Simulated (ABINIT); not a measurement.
Runs of ABINIT 10.8.3 (patched build) on Pd. It takes space group Fm-3m (No. 225, cubic). The conventional cell has a = 3.893 Å, b = 3.893 Å, c = 3.893 Å, α = 90.00°, β = 90.00°, γ = 90.00°. Pd (site symmetry m-3m) is surrounded by 12 Pd at 2.75 Å. 

```tsv
task	level	potentials or basis	k mesh	cutoff (eV)	fine-grid cutoff	mesh quality	gap on the mesh (eV)	pressure (GPa)	V0 of scaled cells (Å³/atom)	B0 (GPa)
band structure	r2SCAN	JTH PAW LDA v2.0	12 × 12 × 12	762	1360.57 eV	not flagged	none	(a)	-	-
equation of state	PBE	JTH PAW PBE v2.0	12 × 12 × 12	626	1224.51 eV	not flagged	-	-	15.30	172
band structure	OLYP	JTH PAW PBE v2.0	12 × 12 × 12	626	1224.51 eV	not flagged	none	5.5	-	-
single point	PBEsol	JTH PAW PBE v2.0	5 × 5 × 5	626	1224.51 eV	coarse	none	-0.1	-	-
equation of state	PBEsol	JTH PAW PBE v2.0	12 × 12 × 12	490	979.61 eV	not flagged	-	-	14.52	(b)
equation of state	BP86	JTH PAW PBE v2.0	12 × 12 × 12	626	1224.51 eV	not flagged	-	-	15.37	172
band structure	PBEsol	PseudoDojo NC SR PBEsol v0.4 stringent	12 × 12 × 12	1116	-	not flagged	none	-3.0	-	-
equation of state	WC	JTH PAW PBE v2.0	12 × 12 × 12	626	1224.51 eV	not flagged	-	-	14.64	(c)
```

Alike in all rows: no spin polarisation; cell as given; smearing fermi-dirac 0.05 eV.

Fill in the values left out.

(a) 3.3; (b) 202; (c) 198.

Caveats: some runs use coarse meshes; the PAW data sets were made with another functional, which shifts forces and pressure a little (some runs); pressures at fixed basis lie under the slope of the energies (some runs).

A k mesh can miss the band edges, and the runs leave out spin-orbit coupling on Pd.

A gap of «none» marks a metal or a gap under the smearing width.
